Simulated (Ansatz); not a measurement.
Se:

```
Se
1.0
     4.36620    0.00000    0.00000
    -2.18310    3.78124    0.00000
     0.00000    0.00000    4.95360
Se
3
Direct
  0.77460 0.77460 0.00000
  0.00000 0.22540 0.66667
  0.22540 0.00000 0.33333
```

```yaml
Program: Ansatz 0.2.0
Task: relaxation of cell and atoms
Functional: PBEsol
Dispersion: D4
Potentials_or_basis: Ansatz PAW
Cutoff: "420 eV (not typed: the program's choice for these potentials)"
k_mesh: 7 × 7 × 6
Occupations: fermi-dirac, width 0.05 eV
Spin: no spin polarisation
```

At the start: volume 27.26 Å³/atom.

**Question.** Where does the relaxation end?

**Answer.** It ends after 8 steps and the volume is 22.87 Å³/atom (-16.1 %); space group P3_121 (No. 152, to 0.05 Å).

Step by step:
| step | energy change (eV) | largest force (eV/Å) | volume (Å³) |
| --- | --- | --- | --- |
| 1 | 0.0000 | 0.2832 | 81.78 |
| 2 | -0.0955 | 0.3032 | 72.79 |
| 3 | -0.1487 | 0.1855 | 67.63 |
| 4 | -0.1628 | 0.0528 | 68.22 |
| 5 | -0.1635 | 0.0029 | 68.76 |
| 6 | -0.1636 | 0.0043 | 68.59 |
| 7 | -0.1636 | 0.0010 | 68.61 |
| 8 | -0.1626 | 0.0008 | 68.61 |

Final structure:
```cif
data_structure
_symmetry_space_group_name_H-M 'P 1'
_symmetry_Int_Tables_number 1
_cell_length_a 3.9264
_cell_length_b 3.9264
_cell_length_c 5.1386
_cell_angle_alpha 90.000
_cell_angle_beta 90.000
_cell_angle_gamma 120.000
_cell_volume 68.61
loop_
_atom_site_label
_atom_site_type_symbol
_atom_site_fract_x
_atom_site_fract_y
_atom_site_fract_z
_atom_site_occupancy
Se1 Se 0.74250 0.74250 0.00000 1
Se2 Se 0.00000 0.25750 0.66667 1
Se3 Se 0.25750 0.00000 0.33333 1
```

Caveat: the volume moved by over 15 % at a fixed basis, so the end points are rough; the plane-wave basis is chosen anew once the cell has moved, so the energies of steps on either side of that aren't comparable; the volume moved by -16 % from the deposited cell, more than functionals usually miss; the PAW data sets come from PBE, with cores solved anew for the run's functional, which leaves a small shift of forces and pressure.
